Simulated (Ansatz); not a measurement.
## Phonon spectrum of Ti at 0.98 times its equilibrium volume

Theory: DFT PBE, scalar-relativistic, plane waves, PAW in Ansatz. Plane waves to 420 eV; Γ-centred k mesh 20×20×20; Fermi-Dirac smearing of 0.15 eV. No spin polarisation. Phonons by linear response, acoustic sum rule imposed.

The cell, relaxed in shape and atoms at 0.98 times its equilibrium volume:
```xyz
1
Lattice="0.0000 2.0463 2.0463 2.0463 0.0000 2.0463 2.0463 2.0463 0.0000" Properties=species:S:1:pos:R:3 pbc="T T T"
Ti    0.0000    0.0000    0.0000
```

In a metal, frequencies and elastic constants depend on the k mesh and the smearing, soft modes and shear constants most. The q mesh is coarse, so values between its points are rough.

Force constants from linear response on a 2×2×2 q mesh.

Path: Γ–X–U | K–Γ–L–W–X. Distance along the path (Å⁻¹), then the branches (cm⁻¹, negative for imaginary):
```
0.000  0 0 0
0.192  28 28 36
0.384  57 57 72
0.576  87 87 107
0.768  117 117 142
0.960  145 145 173
1.151  168 168 198
1.343  182 182 214
1.535  188 188 219
1.603  187 188 219
1.671  186 188 218
1.739  184 189 216
1.807  182 189 214
1.875  179 190 212
1.942  175 191 208
2.010  171 191 204
2.078  166 192 200
2.078  166 192 200
2.282  149 184 191
2.485  128 163 184
2.689  105 140 171
2.892  82 114 149
3.096  60 87 120
3.299  38 58 84
3.503  19 29 44
3.707  0 0 0
3.873  18 18 37
4.039  36 36 73
4.205  52 52 106
4.371  67 67 135
4.537  78 78 158
4.704  87 87 176
4.870  93 93 187
5.036  94 94 190
5.172  98 100 191
5.308  108 115 192
5.443  122 134 194
5.579  137 153 196
5.715  151 170 197
5.850  164 183 197
5.986  173 192 196
6.122  177 194 194
6.218  177 192 198
6.314  179 189 202
6.410  180 188 206
6.505  182 188 210
6.601  184 187 214
6.697  186 187 217
6.793  187 188 219
6.889  188 188 219
```

This fcc form isn't the element's structure at ambient conditions.

Cost: 1 run of about 1.5 core-minutes, on Intel Xeon Platinum 8259CL (Skylake/Cascade Lake) (shared hosts).